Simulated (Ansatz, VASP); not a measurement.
**AlN: VASP beside Ansatz**

Contents of INCAR:

```
SYSTEM = AlN
PREC = Accurate
ENCUT = 520
EDIFF = 1E-7
ISMEAR = 0
SIGMA = 0.02
LREAL = .False.
LASPH = .True.
NELM = 60
ALGO = Normal
ISIF = 2
LWAVE = .False.
LCHARG = .False.
GGA = PE
NBANDS = 16
```

Contents of KPOINTS:

```
Automatic mesh
0
Gamma
  9 9 6
  0 0 0
```

File POSCAR:

```
AlN
1.0
    3.3110889859      0.0000000000      0.0000000000
   -1.6555444930      2.8674871760      0.0000000000
    0.0000000000      0.0000000000      4.1234514105
Al N
2 2
Direct
    0.3333333300      0.6666666700      0.7261197623
    0.6666666700      0.3333333300      0.2261197623
    0.3333333300      0.6666666700      0.2738802377
    0.6666666700      0.3333333300      0.7738802377
```

Input for Ansatz:

```yaml
crystal:
  lattice:
    - [3.3110889859, 0.0, 0.0]
    - [-1.655544493, 2.867487176, 0.0]
    - [0.0, 0.0, 4.1234514105]
  atoms:
    - { symbol: Al, position: [0.33333333, 0.66666667, 0.7261197623] }
    - { symbol: Al, position: [0.66666667, 0.33333333, 0.2261197623] }
    - { symbol: "N", position: [0.33333333, 0.66666667, 0.2738802377] }
    - { symbol: "N", position: [0.66666667, 0.33333333, 0.7738802377] }
basis:
  ecutwfc: 420
kpoints:
  mp_grid: { grid: [9, 9, 6] }
hamiltonian:
  xc: pbe
scf:
  occupations: { method: gaussian, width: 0.02 }
output:
  forces: true
  stress: true
  eigenvalues: true
```

Alike in both runs: task single point; functional PBE; k mesh 9 × 9 × 6; occupations gaussian, width 0.02 eV; no spin polarisation.

```csv
,VASP,Ansatz
version,VASP 6.6.1,Ansatz 0.2.0
potentials or method,"VASP PAW PBE potentials, release 64 (Al, N)","scalar-relativistic, plane waves, PAW"
plane-wave cutoff (eV),520,420
valence electrons in the cell,16,16
```

Ansatz gave:

* gap on the k mesh at the Fermi level (eV): 3.58
* least direct gap on the mesh (eV): 3.58
* pressure (GPa): 7.5
* largest component of the traceless stress (GPa): 14.50
* rms of the force components (eV/Å): 0.582

Q: Which values does VASP return?

A: gap on the k mesh at the Fermi level (eV): 3.59; least direct gap on the mesh (eV): 3.59; pressure (GPa): 7.2; largest component of the traceless stress (GPa): 14.70; rms of the force components (eV/Å): 0.584.

Atom by atom the forces differ by 0.002 eV/Å (rms over components). The functional is the same, so the differences come from potentials, cutoffs and numerics.

Caveats: forces of over 1 eV/Å show positions far from the minimum, so gaps and moduli don't describe the material at rest.
